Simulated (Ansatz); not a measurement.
**KBr: single point with Slater exchange only**

KBr:

```
Br K
1.0
     4.04350    0.00000    0.00000
     0.00000    4.04350    0.00000
     0.00000    0.00000    4.04350
Br K
1 1
Cartesian
  2.0217 2.0217 2.0217
  0.0000 0.0000 0.0000
```

Measurements of this composition are mostly on another form, of space group No. 225.

| Item | Value |
| --- | --- |
| Program | Ansatz 0.2.0 |
| Task | single point |
| Functional | Slater exchange only |
| Potentials or basis | all-electron LAPW, scalar-relativistic |
| Cutoff | 111 eV (chosen from the basis error) |
| Basis error allowed | 0.001 eV/atom |
| k mesh | 7 × 7 × 7 |
| Occupations | gaussian, width 0.025 eV |
| Spin | no spin polarisation |

* Pressure: -1.2 GPa
* Band gap on the k mesh: 3.29 eV, indirect (least direct gap 3.54 eV)

Levels at points of the mesh, in eV from the valence-band top:
```
           k point  band 14  band 15  band 16  band 17  band 18  band 19
(0.00, 0.00, 0.00)    -0.25    -0.25    -0.25     3.29     5.44     5.44
```

It took 2.6 s on 1 thread of Arm Neoverse V1 (shared host), peak memory 0.22 GiB.

Caveat: an odd mesh through Γ misses points on the zone boundary, where band edges often lie.
